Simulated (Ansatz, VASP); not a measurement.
# Cross-check of SnO between VASP and Ansatz

One calculation is typed for both programs; each brings its own data sets. How far apart do they land? The cell is taken from a series of runs on this material, whose earlier steps may have relaxed, scaled, displaced or heated it; both programs get it as it stands.

Method: plane waves, with VASP 6.6.1 beside it; zone-centre phonons at PBEsol, in Ansatz 0.2.0.

## 1. Starting point

The structure is orthorhombic, space group Pmn2_1 (No. 31). Conventional cell: a = 3.318 Å, b = 5.716 Å, c = 3.875 Å, α = 90.00°, β = 90.00°, γ = 90.00°. Nearest to Sn lie 3 O at 2.13 to 2.15 Å. Nearest to O lie 3 Sn at 2.13 to 2.15 Å. Farther neighbours and most contacts between anions are not listed.

## 2. Ansatz: zone-centre phonons, PBEsol

Ansatz runs on its default PAW (the set named soft_2) files.

Second derivatives magnify differences that forces hide, and they need a tight electronic threshold.

Input file input.yaml:

```yaml
crystal:
  lattice:
    - [3.3180500015, 0.0, 0.0]
    - [0.0, 5.7157562414, 0.0]
    - [0.0, 0.0, 3.8748879545]
  atoms:
    - { symbol: Sn, position: [0.0, 0.2336430498, 0.5271000477] }
    - { symbol: Sn, position: [0.5, 0.7663569502, 0.0271000477] }
    - { symbol: O, position: [0.0, 0.8850127579, 0.7229009523] }
    - { symbol: O, position: [0.5, 0.1149872421, 0.2229009523] }
kpoints:
  mp_grid: { grid: [10, 6, 10] }
hamiltonian:
  xc: pbesol
scf:
  occupations: { method: fermi_dirac, width: 0.05 }
  n_extra_bands: 10
output:
  eigenvalues: true
phonons:
  method: fd
  supercell: [1, 1, 1]
```

Launch:

```
$ ansatz run input.yaml --threads 4 --pin off --max-ram 8192MiB --backend cpu --events-out ev --progress --plain --runs-dir out
```

Numbers of over 12 decimals in the logs are rounded to 6 here.

Output:

```text
scf.n_extra_bands = 10 over 20 filled bands (N_el = 40.0): the run solves 30 bands
Engine: ansatz 0.2.0, aarch64-unknown-linux-gnu
Pseudopotentials: kind: paw
Pseudopotential: Sn, paw, valence charge 14, recommended cutoff 420 eV (normal), Sn.paw.azcp
Pseudopotential: O, paw, valence charge 6, recommended cutoff 420 eV (normal), O.paw.azcp
Functional definition: PBEsol
  exchange = pbesol_x
  correlation = pbesol_c
Crystal: 4 atoms, lattice volume = 73.488 Å³
Basis set: ecut = 420 eV, 1433 PW (Γ), exchange–correlation on 48×80×54 points (8 copies of the dense FFT grid, shifted against one another)
Bands: 30, of which v1, the nominal top of the filled ones, is band 20 counted from 1 (19 counted from 0)
Symmetry: 4 space group operations
k-points: 144 of 600 (time reversal used)
Non-local potential: Sn, projectors of the file, l = 0: 2, l = 1: 2, l = 2: 2, l = 3: 2
Non-local potential: O, projectors of the file, l = 0: 2, l = 1: 2, l = 2: 1
PAW form: soft (Blöchl's): semilocal exchange-correlation on the pseudo side does not see the compensation charge
PAW frozen core: Sn, regenerated for the run's functional, and the local potential with it (the file was generated under x = pbe(κ = 0.804, μ = 0.219515), c = pbe(β = 0.066725))
PAW frozen core: O, regenerated for the run's functional, and the local potential with it (the file was generated under x = pbe(κ = 0.804, μ = 0.219515), c = pbe(β = 0.066725))
PAW one-centre angular grid: Sn, 590 points (default); XC on 64 Gauss nodes
PAW one-centre angular grid: O, 110 points (default); XC on 64 Gauss nodes
Initial density: superposition of atomic densities (neutral atoms: chi_scale 0, normalization atom), corrected by the library's trained network
Initial wavefunctions: pseudopotential atomic-orbital guess
Functional: x = pbesol(κ = 0.804, μ = 0.123457), c = pbesol(β = 0.046)
SCF iter   1: F=—  HF=-13021.077791 eV  |F-HF|=—  |Δ(HF+E_count)|=         —  Δρ=1.49e-2  dr2=1.57e-1  ethr=1.77e-3  ⟨swp⟩=6.3  Hψ=20746  notcnv=0  defer=103
preconditioner: auto → none  [insulator: Δε(μ)=1.134 eV  Ē_g=21.087 eV  σ=0.050 eV  W_gap=1.00  n_scr=16 (ndim 8)  ℏωp=27.4 eV  f_vac=0.000  D(μ)=0.00/eV (n_scr^D=0)  ε∞_Penn≈2.7]
SCF iter   2: F=—  HF=-13021.047948 eV  |F-HF|=—  |Δ(HF+E_count)|=   2.98e-2  Δρ=4.77e-3  dr2=2.00e-2  ethr=3.93e-4  ⟨swp⟩=2.0  Hψ=6351  notcnv=0  defer=553
SCF iter   3: F=—  HF=-13021.044020 eV  |F-HF|=—  |Δ(HF+E_count)|=   3.93e-3  Δρ=6.71e-4  dr2=2.72e-4  ethr=4.99e-5  ⟨swp⟩=2.0  Hψ=5485  notcnv=0  defer=559
SCF iter   4: F=—  HF=-13021.044021 eV  |F-HF|=—  |Δ(HF+E_count)|=   7.42e-7  Δρ=1.57e-4  dr2=2.99e-5  ethr=6.80e-7  ⟨swp⟩=2.7  Hψ=6149  notcnv=0  defer=559
SCF iter   5: F=—  HF=-13021.044030 eV  |F-HF|=—  |Δ(HF+E_count)|=   9.10e-6  Δρ=6.28e-5  dr2=5.85e-6  ethr=7.49e-8  ⟨swp⟩=2.0  Hψ=6641  notcnv=0  defer=559
SCF iter   6: F=—  HF=-13021.044030 eV  |F-HF|=—  |Δ(HF+E_count)|=   5.47e-7  Δρ=1.57e-5  dr2=6.64e-8  ethr=1.46e-8  ⟨swp⟩=2.0  Hψ=6513  notcnv=0  defer=559
SCF iter   7: F=—  HF=-13021.044029 eV  |F-HF|=—  |Δ(HF+E_count)|=   3.22e-7  Δρ=3.82e-6  dr2=5.75e-9  ethr=1.66e-10  ⟨swp⟩=2.0  Hψ=6549  notcnv=0  defer=559
SCF iter   8: F=—  HF=-13021.044029 eV  |F-HF|=—  |Δ(HF+E_count)|=   6.87e-9  Δρ=7.05e-7  dr2=2.25e-10  ethr=1.44e-11  ⟨swp⟩=2.0  Hψ=6641  notcnv=0  defer=559
SCF iter   9: F=-13021.044029 eV  HF=-13021.044029 eV  |F-HF|=0.00e0  |Δ(HF+E_count)|=  2.53e-10  Δρ=1.50e-7  dr2=8.35e-12  ethr=1.00e-12  ⟨swp⟩=9.7  Hψ=21751  notcnv=0
SCF 1 converged in 9 iterations: F = -13021.044029 eV  dr2 = 8.35e-12
  greatest PAW one-centre occupation: 0.993 electrons in one spin orbital (limit 2), on the Sn atom at site 0 (counted from 0), in its partial waves of l = 2
Symmetry: 2 space group operations
k-points: 192 of 600 (time reversal used)
Initial density: handed on by an earlier stage of this run
Initial wavefunctions: those handed on with the density
iter 1 solved again at ethr=3.62e-8 eV; its pass at ethr=3.10e-3 eV (dr2=1.45e-5 eV) is discarded
[...]
preconditioner: auto → none  [insulator: Δε(μ)=1.233 eV  Ē_g=21.146 eV  σ=0.050 eV  W_gap=1.00  n_scr=16 (ndim 8)  ℏωp=27.4 eV  f_vac=0.000  D(μ)=0.00/eV (n_scr^D=0)  ε∞_Penn≈2.7]
[...]
SCF 6 converged in 7 iterations: F = -13021.043999 eV  dr2 = 3.44e-13
[...]
preconditioner: auto → none  [insulator: Δε(μ)=1.237 eV  Ē_g=21.149 eV  σ=0.050 eV  W_gap=1.00  n_scr=16 (ndim 8)  ℏωp=27.4 eV  f_vac=0.000  D(μ)=0.00/eV (n_scr^D=0)  ε∞_Penn≈2.7]
[...]
SCF 7 converged in 8 iterations: F = -13021.044000 eV  dr2 = 6.46e-17
[...]
SCF 8 converged in 7 iterations: F = -13021.044006 eV  dr2 = 8.66e-13
[...]
preconditioner: auto → none  [insulator: Δε(μ)=1.235 eV  Ē_g=21.148 eV  σ=0.050 eV  W_gap=1.00  n_scr=16 (ndim 8)  ℏωp=27.4 eV  f_vac=0.000  D(μ)=0.00/eV (n_scr^D=0)  ε∞_Penn≈2.7]
[...]
SCF iter   3: F=—  HF=-13021.044007 eV  |F-HF|=—  |Δ(HF+E_count)|=  1.82e-11  Δρ=3.37e-7  dr2=1.29e-11  ethr=1.00e-12  ⟨swp⟩=1.1  Hψ=8007  notcnv=0  defer=787
iter 4 did not close the SCF: its close was put off for the readings that it lacked (scf_convergence_deferred on its scf_iter line)
SCF iter   4: F=-13021.044007 eV  HF=-13021.044007 eV  |F-HF|=3.64e-12  |Δ(HF+E_count)|=    0.00e0  Δρ=7.24e-8  dr2=2.39e-12  ethr=1.00e-12  ⟨swp⟩=1.0  Hψ=7931  notcnv=0  defer=787
iter 5 did not close the SCF: its close was put off for the readings that it lacked (scf_convergence_deferred on its scf_iter line)
SCF iter   5: F=-13021.044007 eV  HF=-13021.044007 eV  |F-HF|=0.00e0  |Δ(HF+E_count)|=  3.64e-12  Δρ=3.08e-8  dr2=2.83e-13  ethr=1.00e-12  ⟨swp⟩=1.0  Hψ=7931  notcnv=0  defer=787
iter 6 did not close the SCF: its close was put off for the readings that it lacked (scf_convergence_deferred on its scf_iter line)
SCF iter   6: F=-13021.044007 eV  HF=-13021.044007 eV  |F-HF|=7.28e-12  |Δ(HF+E_count)|=  3.64e-12  Δρ=9.95e-9  dr2=2.44e-14  ethr=1.00e-12  ⟨swp⟩=1.0  Hψ=7931  notcnv=0  defer=787
iter 7 did not close the SCF: its close was put off for the readings that it lacked (scf_convergence_deferred on its scf_iter line)
SCF iter   7: F=-13021.044007 eV  HF=-13021.044007 eV  |F-HF|=3.64e-12  |Δ(HF+E_count)|=  7.28e-12  Δρ=2.25e-9  dr2=1.80e-15  ethr=1.00e-12  ⟨swp⟩=1.0  Hψ=7931  notcnv=0  defer=787
SCF iter   8: F=-13021.044007 eV  HF=-13021.044007 eV  |F-HF|=7.28e-12  |Δ(HF+E_count)|=  1.09e-11  Δρ=5.98e-10  dr2=7.74e-17  ethr=1.00e-12  ⟨swp⟩=2.1  Hψ=20867  notcnv=0
SCF 9 converged in 8 iterations: F = -13021.044007 eV  dr2 = 7.74e-17
SCF converged after 9 iterations
Free energy (F): -13021.044029 eV
Harris-Foulkes:  -13021.044029 eV  (|F-HF|=0.00e0)
Internal energy: -13021.044029 eV  (E = F + TS)
E sigma→0 (E₀):  -13021.044029 eV
Entropy (-TS):   -0.000000 eV (-0.000 meV/atom)
Fermi energy:    8.968631 eV
--- Per-component energies (eV) ---
  E_band       = -216.019155
  E_kinetic    = 722.144791
  E_local      = -2815.860579  (includes V_loc(G=0)·N_el)
  E_nonlocal   = 36.142048
  E_hartree    = 1500.452127
  E_xc         = -903.969247
  E_vxc        = -380.281015  (∫ρ·V_xc dr)
  E_paw        = -8433.940196  (= ΣΔE_a)
  E_vpaw       = -779.073545  (= ΣTr[D̂ρ^β])
  E_aug_tail   = 0.004834  (compensation charges beyond the density's cutoff)
  E_ewald      = -3126.658062
  E_core_change = 0.640255  (= ΣΔE_core)
  E_smearing   = -0.000000  (= −TS)
  E_closure    = -0.000000  (closes the sum)
  Σ components = -13021.044029   (vs F -13021.044029, Δ=0.00e0)
--- Forces (eV/Å), atoms counted from 1 ---
  atom   1  Sn     0.00000000     0.00048993     0.00011356
  atom   2  Sn     0.00000000    -0.00048993     0.00011356
  atom   3  O      0.00000000    -0.00020468    -0.00011331
  atom   4  O      0.00000000     0.00020468    -0.00011331
  max |Σ_I F_I| component: 4.98e-7 eV/Å
--- Band table (eV; the first three rows and the last of 144) ---
  k-point 0: bands = [... 16 lower, 4.5263, 5.6111, 6.0962, 8.3417, 11.5493, 11.6350, 14.6358, 14.6375, ... 6 higher]
  k-point 1: bands = [... 16 lower, 4.5920, 5.5902, 6.2433, 8.1971, 11.4878, 11.6253, 14.1292, 14.6541, ... 6 higher]
  k-point 2: bands = [... 16 lower, 4.7591, 5.5249, 6.5334, 7.7966, 11.1775, 11.7787, 13.2595, 14.6894, ... 6 higher]
  k-point 143: bands = [... 16 lower, 4.4964, 4.4964, 7.8575, 7.8575, 10.7131, 10.7131, 12.5070, 12.5070, ... 6 higher]
--- Phonons: 8 displaced members + reference (amplitude 0.0025 Å, Σ member SCF iterations 60) ---
  symmetry images taken by strict's conditions (phonons.symmetry_images: auto; settled by no image being taken that strict refuses)
  ASR residual: 3.686e-4 → 0.000e0 eV/Å²; symmetrization residual: 1.883e-4 eV/Å²
  largest component of a force at the reference: 4.9e-4 eV/Å
  ASR residual per site (eV/Å²): 3.69e-4 3.69e-4 9.88e-5 9.88e-5
  Γ frequencies (cm⁻¹): 0.00 0.00 0.00 97.92 126.33 155.36 239.91 322.33 324.93 408.72 468.66 479.49
  density of states and harmonic sums: on the 19×11×16 q-mesh, interpolated from the force constants of a 1×1×1 supercell (no non-analytic term)
  largest difference from the sums on the solved wave vectors: F 5.55e-1 eV, S 8.13e-4 and C_V 2.58e-4 eV/K
  zero-point energy: 0.177295 eV/cell   skipped modes (ω ≤ 0): 18, of them read as no rigid motion or as one in doubt: 15 (8.971e-3 modes/cell left out, lowest 0.00 cm⁻¹)   left out of the sums: 8.22e-4 of the cell's modes: C_V's classical limit lies that fraction below 3 k_B per atom; for a crystal, a wire or a layer, F and S can be off by more, and a phonons.interpolated_qmesh denser along its periods is the remedy for the sampling
```

In the SCF lines HF is the Harris–Foulkes energy and dr2 the Hartree energy of the density residual, in eV; the loop may stop once dr2 is under the threshold and the program's other checks hold. Hψ counts applications of the Hamiltonian.

[end of part 1 of 3]

[Lines on the potential files, build, host, timing and source positions are cut from VASP's logs without a mark.]

[Logs are printed without paths, hosts, clocks, repeated set-up lines and the standing remarks that a program may print on its own settings, such as how far it seeks lower states.]

[Hosts, paths, dates, database ids (printed as entryN), source tags and the programs' standing remarks are cut or masked in the printed files.]
